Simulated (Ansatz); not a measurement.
Here is an Ansatz 0.2.0 calculation.

File input.yaml:

```yaml
crystal:
  lattice:
    - [0.0, 3.0702711986, 3.0702711986]
    - [3.0702711986, 0.0, 3.0702711986]
    - [3.0702711986, 3.0702711986, 0.0]
  atoms:
    - { symbol: Cd, position: [0.0, 0.0, 0.0] }
    - { symbol: Se, position: [0.25, 0.25, 0.25] }
hamiltonian:
  xc: hiss
  pseudopotentials: { kind: paw }
kpoints:
  mp_grid: { grid: [4, 4, 4] }
  band_path:
    path:
      - [[0.0, 0.0, 0.0], [0.5, 0.0, 0.5], [0.5, 0.25, 0.75], [0.375, 0.375, 0.75], [0.0, 0.0, 0.0], [0.5, 0.5, 0.5], [0.625, 0.25, 0.625], [0.5, 0.25, 0.75], [0.5, 0.5, 0.5], [0.375, 0.375, 0.75]]
      - [[0.625, 0.25, 0.625], [0.5, 0.0, 0.5]]
    npoints: 4
scf:
  occupations: { method: fermi_dirac, width: 0.05 }
  exx: { singularity: none }
  n_extra_bands: 6
output:
  forces: true
  stress: true
  eigenvalues: true
  fatbands: false
```

Potentials or basis: Ansatz PAW.

Command:

```console
$ ansatz run input.yaml --threads 2 --pin off --max-ram 5632MiB --backend cpu --events-out ev --progress --plain --runs-dir out
```

**Question.** What does it give for the band gap on the k mesh?

**Answer.** 1.86 eV, direct.

**Question.** Predict the pressure.

**Answer.** -0.7 GPa.

**Question.** What does it give for the band gap along the path?

**Answer.** 1.86 eV, direct.

Levels at the corners of the path, in eV from the valence-band top:
| point | band 15 | band 16 | band 17 | band 18 | band 19 | band 20 | band 21 | band 22 |
| --- | --- | --- | --- | --- | --- | --- | --- | --- |
| Γ | -9.31 | 0.00 | 0.00 | 0.00 | 1.86 | 7.37 | 7.37 | 7.37 |
| X | -8.88 | -4.32 | -1.95 | -1.95 | 4.22 | 5.09 | 10.59 | 11.96 |
| W | -8.77 | -4.16 | -2.39 | -2.29 | 6.33 | 6.61 | 7.92 | 8.83 |
| K | -8.81 | -4.21 | -2.66 | -1.60 | 4.93 | 6.54 | 9.59 | 10.18 |
| Γ | -9.31 | 0.00 | 0.00 | 0.00 | 1.86 | 7.37 | 7.37 | 7.37 |
| L | -8.98 | -4.63 | -0.79 | -0.79 | 3.72 | 7.84 | 7.84 | 8.70 |
| U | -8.81 | -4.21 | -2.66 | -1.60 | 4.93 | 6.54 | 9.59 | 10.18 |
| W | -8.77 | -4.16 | -2.39 | -2.29 | 6.33 | 6.61 | 7.92 | 8.83 |
| L | -8.98 | -4.63 | -0.79 | -0.79 | 3.72 | 7.84 | 7.84 | 8.70 |
| K | -8.81 | -4.21 | -2.66 | -1.60 | 4.93 | 6.54 | 9.59 | 10.18 |
| U | -8.81 | -4.21 | -2.66 | -1.60 | 4.93 | 6.54 | 9.59 | 10.18 |
| X | -8.88 | -4.32 | -1.95 | -1.95 | 4.22 | 5.09 | 10.59 | 11.96 |

Caveat: the k mesh is coarse (spacing up to 0.44 Å⁻¹), so the values aren't converged, least of all with exact exchange; the PAW data sets come from PBE, with cores solved anew for the run's functional, which leaves a small shift of forces and pressure; the thresholds are loose for stress.
